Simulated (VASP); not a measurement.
# AlNi3: single point with PBEsol

The system is AlNi3.

```
Ni Al
1.0
     3.52305    0.00000    0.00000
     0.00000    3.52305    0.00000
     0.00000    0.00000    3.52305
Ni Al
3 1
Direct
  0.50000 0.50000 0.00000
  0.50000 0.00000 0.50000
  0.00000 0.50000 0.50000
  0.00000 0.00000 0.00000
```

The cell is a database's computed one.

```
Program                : VASP 6.6.1
Task                   : single point
Functional             : PBEsol
Potentials or basis    : VASP PAW PBE potentials, release 64 (Ni, Al)
Cutoff                 : 520 eV
k mesh                 : 6 × 6 × 6
Occupations            : fermi-dirac, width 0.05 eV
Spin                   : collinear spin, ferromagnetic start
Starting moments       : [2.5, 2.5, 2.5, 0.0] μB
Further INCAR settings : ALGO = Normal; EDIFF = 1e-07; NBANDS = 28
```

| Quantity | Value |
| --- | --- |
| Pressure | -0.5 GPa |
| Band gap on the k mesh | none (metal or under the smearing width) |
| Net moment | 0.66 μB per cell |
| Site moments | Ni +0.23; Al -0.01 μB |
| Valence electrons inside the program's atomic spheres | Ni 9.46; Al 0.81 |

Levels at points of the mesh, in eV from the Fermi level:
Spin up:
```csv
k point,band 15,band 16,band 17,band 18,band 19,band 20
"(0.00, 0.00, 0.00)",-0.03,-0.03,0.88,0.88,0.88,6.74
"(0.50, 0.00, 0.00)",-1.05,-0.49,-0.03,5.67,5.67,5.68
"(0.50, 0.50, 0.00)",-0.98,-0.97,-0.57,0.91,0.91,8.31
"(0.50, 0.50, 0.50)",-1.08,-0.25,-0.22,-0.22,-0.22,3.63
```
Spin down:
```
           k point  band 14  band 15  band 16  band 17  band 18  band 19
(0.00, 0.00, 0.00)     0.34     0.34     0.34     0.86     0.86     0.86
(0.50, 0.00, 0.00)    -0.96    -0.84    -0.30     0.34     5.72     5.72
(0.50, 0.50, 0.00)    -1.10    -0.79    -0.63    -0.44     1.17     1.17
(0.50, 0.50, 0.50)    -0.90    -0.90    -0.25     0.10     0.10     0.10
```

It took 25 s on 1 thread of Intel(R) Xeon(R) 6975P-C (Granite Rapids), with other jobs on the host, peak memory 0.18 GiB.

Caveat: the PAW data sets were made with another functional, which shifts forces and pressure a little.
